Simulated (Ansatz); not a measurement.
Space group P6_3/mmc (No. 194). a = 2.750 Å, b = 2.750 Å, c = 4.443 Å, α = 90.00°, β = 90.00°, γ = 120.00°
```tsv
atom	site	symmetry	x	y	z
Re	2c	-6m2	0.3333	0.6667	0.2500
```

Equation of state of this Re structure (not necessarily the ground state), with shape and atoms relaxed at each volume where symmetry leaves them free. It has no gap at any of these volumes. Method: DFT PBEsol, scalar-relativistic, plane waves, PAW in Ansatz 0.2.0.

Plane waves to 420 eV, a k mesh through Γ of 18×18×10 on the computed 2-atom cell and Gaussian smearing (0.10 eV); no spin polarisation.

```csv
V (Å³/atom),E − E(largest V) (meV/atom),P (GPa)
13.681,13.56,27.69
14.117,-40.86,12.73
14.554,-57.67,0.00
14.990,-42.46,-10.83
15.427,0.00,-20.04
```

Fit a third-order Birch–Murnaghan equation to E(V).

V0 = 14.55 Å³/atom, B0 = 391 GPa, B0' = 4.4.

Spin-orbit coupling is left out, which matters for the bands of heavy elements.